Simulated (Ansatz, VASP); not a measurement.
Si: VASP beside Ansatz

```
Si
1.0
     0.00000    2.75532    2.47042
     2.75532    0.00000    2.47042
     2.75532    2.75532    0.00000
Si
2
Direct
  0.50000 0.50000 0.50000
  0.75000 0.75000 0.75000
```

Alike in both runs: task single point; functional LDA; k mesh 12 × 12 × 12; occupations gaussian, width 0.05 eV; no spin polarisation.

|  | VASP | Ansatz |
| --- | --- | --- |
| version | VASP 6.6.1 | Ansatz 0.2.0 |
| potentials or method | VASP PAW LDA potentials, release 64 (Si) | scalar-relativistic, plane waves, PAW |
| plane-wave cutoff (eV) | 520 | 420 |
| valence electrons in the cell | 8 | 8 |

|  | VASP | Ansatz | Ansatz less VASP |
| --- | --- | --- | --- |
| gap on the k mesh at the Fermi level (eV) | none | none | - |
| pressure (GPa) | 4.7 | 4.6 | -0.07 |
| largest component of the traceless stress (GPa) | 4.94 | 4.94 | +0.006 |

A gap of «none» marks a metal or a gap that the smearing closes. Ansatz warned: «pseudo_functional_mismatch».
